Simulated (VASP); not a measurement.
MoS2, 3 atoms in the cell. The structure is trigonal, space group R3m (No. 160). The conventional cell has a = 3.186 Å, b = 3.186 Å, c = 20.893 Å, α = 90.00°, β = 90.00°, γ = 120.00°. Mo (site symmetry 3m) has 6 S at 2.41 Å as nearest neighbours. Around S (site symmetry 3m) lie 3 Mo at 2.41 Å. S (site symmetry 3m) is surrounded by 3 Mo at 2.41 Å. Measurements of this composition are mostly on another form, of space group No. 194.

| Property | Result |
| --- | --- |
| Program | VASP 6.6.1 |
| Task | relaxation of cell and atoms |
| Functional | PBE |
| Potentials or basis | VASP PAW PBE potentials, release 64 (Mo_sv, S) |
| Cutoff | 520 eV |
| k mesh | 10 × 10 × 10 |
| Occupations | gaussian, width 0.1 eV |
| Spin | no spin polarisation |
| Further INCAR settings | ALGO = Normal; EDIFF = 1e-07; IBRION = 2; POTIM = 0.3; EDIFFG = -0.005; NSW = 60; ISIF = 3 |

Potentials or basis: VASP PAW PBE potentials, release 64 (Mo_sv, S).

The run is started by

```console
$ cat potpaw_PBE.64/Mo_sv/POTCAR potpaw_PBE.64/S/POTCAR > POTCAR
$ mpirun -np 1 vasp_std > vasp.out
```

Hardware: 1 thread of Intel(R) Xeon(R) 6975P-C (Granite Rapids), with other jobs on the host.

Q: How long does it take, and how much memory?

A: Wall time 33 min on 1 thread of Intel(R) Xeon(R) 6975P-C (Granite Rapids) (shared host), peak memory 0.52 GiB. Counts: scf iterations 152, k points 116, ion steps 20.
